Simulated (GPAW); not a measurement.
TiO2:

```
Ti O
1.0
     4.59984    0.00000    0.00000
     0.00000    4.59984    0.00000
     0.00000    0.00000    2.95921
Ti O
2 4
Cartesian
  0.0000 0.0000 1.4796
  2.2999 2.2999 0.0000
  1.3998 1.3998 1.4796
  3.2000 3.2000 1.4796
  0.9001 3.6997 0.0000
  3.6997 0.9001 0.0000
```

The cell is a database's computed one.

Program: GPAW 26.7.0. Alike in all runs: task band structure; no spin polarisation; cell as given; k mesh 4 × 4 × 6; cutoff (eV) 800; smearing fermi-dirac 0.05 eV.

**Question.** Order these runs on this cell by their pressure, lowest first.
A. level BP86; potentials or basis PAW data sets generated in the run's folder for this functional, pw; band points 80
B. level AM05; potentials or basis PAW data sets generated in the run's folder for this functional, pw; band points 100
C. level LDA; potentials or basis the program's PAW data sets (release 1.2.1) made for this functional, pw; band points 60
D. level M06-L; potentials or basis GPAW PAW data sets (gpaw-data 1.2.1), pw; band points 100

**Answer.** C (-7.9 GPa), B (-1.0 GPa), D (1.1 GPa), A (5.1 GPa).

Caveats: the PAW data sets were made with another functional, which shifts forces and pressure a little (some runs).
